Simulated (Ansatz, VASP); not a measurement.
**Y and the functional, program beside program**

The structure is hexagonal, space group P6_3/mmc (No. 194). The conventional cell has a = 3.647 Å, b = 3.647 Å, c = 5.731 Å, α = 90.00°, β = 90.00°, γ = 120.00°. Y (site symmetry -6m2) has 12 Y at 3.56 to 3.65 Å as nearest neighbours.

Kept alike: task band structure; k mesh 8 × 8 × 5; occupations fermi-dirac, width 0.05 eV; no spin polarisation. The mesh is that of the run's cell of 2 atoms. No spin-orbit coupling.

- A: Ansatz, all-electron LAPW, scalar-relativistic
- B: VASP; LDA PAW files Y_sv, 520 eV (LDA); PBE PAW files Y_sv, 520 eV (PBE, PBEsol)

| functional | A: pressure (GPa) | B: pressure (GPa) |
| --- | --- | --- |
| LDA | -3.77 | -3.87 |
| PBE | -0.12 | -0.24 |
| PBEsol | -2.03 | -2.14 |

Pressure is positive in compression; plane-wave values hold the error of the finite cutoff. Values on potentials made for another functional: B at PBEsol. For a metal such a mesh leaves the last digits unconverged.

**Question.** How large is the effect of the functional, and do the programs agree on it?

**Answer.** From LDA to PBE the pressure moves by +3.65 in A, +3.63 in B (GPa). Row by row the programs differ by 0.10 to 0.12, and over this span the shifts, as printed, agree within 1 %. Shifts from LDA: PBE +3.65, +3.63; PBEsol +1.74, +1.73; the programs' shifts differ by up to 0.02.
